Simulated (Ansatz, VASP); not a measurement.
## Li, level by level in two programs

```
Li
1.0
    -1.78906    1.78906    1.78906
     1.78906   -1.78906    1.78906
     1.78906    1.78906   -1.78906
Li
1
Direct
  0.00000 0.00000 0.00000
```

Single points on this cell with VASP 6.6.1 and Ansatz 0.2.0. Each row is one pair of runs. Alike in all rows: spin: off; k mesh: 11 × 11 × 11; smearing: fermi-dirac, width 0.05 eV.

```csv
level,"VASP's potentials, cutoff","Ansatz's potentials, cutoff","gap on the k mesh at the Fermi level (eV), VASP","gap on the k mesh at the Fermi level (eV), Ansatz"
LDA,"VASP PAW LDA potentials, release 64 (Li_sv), 520 eV","Ansatz PAW, 420 eV",none,none
PBEsol+D3(BJ),"VASP PAW PBE potentials, release 64 (Li_sv), 520 eV","Ansatz PAW, 420 eV",none,none
revPBE+D3(BJ),"VASP PAW PBE potentials, release 64 (Li_sv), 520 eV","Ansatz PAW, 420 eV",none,none
r2SCAN,"VASP PAW PBE potentials, release 64 (Li_sv), 520 eV","Ansatz PAW, 500 eV",none,none
```

A gap of «none» marks a metal or a gap that the smearing closes.
